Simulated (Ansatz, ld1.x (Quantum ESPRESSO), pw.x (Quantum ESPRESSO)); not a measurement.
## What a changed setting does to a pw.x run (diamond N)

Potential: norm-conserving RRKJ (Kleinman–Bylander form), ld1.x (Quantum ESPRESSO) 7.5, PBE; core [He], reference 2s2 2p3; waves: 2s (bound): rc 1.05 bohr; 2p (bound): rc 1.25 bohr; 3d channel at 0.05 Ry: rc 1.15 bohr; local part: the d channel; core correction: Bessel-smoothed model core inside 1.00 bohr; rho0 0.005.

The reference run (k-mesh 11³, cutoffs 135/540 Ry, Fermi–Dirac 0.01 Ry, mixing_beta 0.4, conv_thr 1e-9, no spin) gives -0.74 GPa at 9.212 Å³/atom, where all-electron LAPW gives -0.81 GPa. This run, with its own iteration cap, changes smearing to gauss.

```
&control
  calculation='scf', prefix='x', pseudo_dir='./', outdir='./tmp', tstress=.true., disk_io='none'
/
&system
  ibrav=0, nat=2, ntyp=1, ecutwfc=135, ecutrho=540, nbnd=12,
  occupations='smearing', smearing='gauss', degauss=0.01
/
&electrons
  conv_thr=1e-09, mixing_beta=0.4, electron_maxstep=50
/
ATOMIC_SPECIES
N 1.0 N.UPF
CELL_PARAMETERS angstrom
  0.00000000 2.09628974 2.09628974
  2.09628974 0.00000000 2.09628974
  2.09628974 2.09628974 0.00000000
ATOMIC_POSITIONS crystal
N 0.0000 0.0000 0.0000
N 0.2500 0.2500 0.2500
K_POINTS automatic
11 11 11 0 0 0
```

```bash
pw.x < N.scf.in > N.scf.out
```

Q: How does the run end?

A: It converges in 7 iterations; the free energy moves by +12.3 meV/atom and the pressure by +0.07 GPa. Gaussian smearing of the same width is narrower in effect than Fermi–Dirac, so its quadratic term in F is smaller.

```
Message from routine setup:
     using ibrav=0 with symmetry is DISCOURAGED, use correct ibrav instead
     lattice parameter (alat)  =       5.6023  a.u.
     unit-cell volume          =     124.3313 (a.u.)^3
     number of electrons       =        10.00
     number of Kohn-Sham states=           12
     kinetic-energy cutoff     =     135.0000  Ry
     charge density cutoff     =     540.0000  Ry
     scf convergence threshold =      1.0E-09
     Exchange-correlation= PBE
     number of k points=    56  Gaussian smearing, width (Ry)=  0.0100
     iteration #  1     ecut=   135.00 Ry     beta= 0.40
     total energy              =     -39.41803317 Ry
     estimated scf accuracy    <       0.00983098 Ry
     iteration #  2     ecut=   135.00 Ry     beta= 0.40
     total energy              =     -39.41778864 Ry
     estimated scf accuracy    <       0.00274007 Ry
     iteration #  3     ecut=   135.00 Ry     beta= 0.40
     total energy              =     -39.41788832 Ry
     estimated scf accuracy    <       0.00009288 Ry
     iteration #  4     ecut=   135.00 Ry     beta= 0.40
     total energy              =     -39.41789400 Ry
     estimated scf accuracy    <       0.00000012 Ry
     iteration #  5     ecut=   135.00 Ry     beta= 0.40
     total energy              =     -39.41789409 Ry
     estimated scf accuracy    <       0.00000001 Ry
     iteration #  6     ecut=   135.00 Ry     beta= 0.40
     total energy              =     -39.41789409 Ry
     estimated scf accuracy    <          5.9E-09 Ry
     iteration #  7     ecut=   135.00 Ry     beta= 0.40
     the Fermi energy is     6.5677 ev
!    total energy              =     -39.41789409 Ry
     estimated scf accuracy    <          9.1E-11 Ry
     smearing contrib. (-TS)   =      -0.00074706 Ry
     The total energy is F=E-TS. E is the sum of the following terms:
     one-electron contribution =      -2.40517609 Ry
     hartree contribution      =       6.65511574 Ry
     xc contribution           =      -9.67165763 Ry
     ewald contribution        =     -33.99542905 Ry
     convergence has been achieved in   7 iterations
          total   stress  (Ry/bohr**3)                   (kbar)     P=       -6.75
     Message from routine punch:
     Nothing written, as per user request (disk_io='none')
```

The run took about 33 s on one core of a shared host (Neoverse-V1, 32 threads, 247 GiB, load 16).
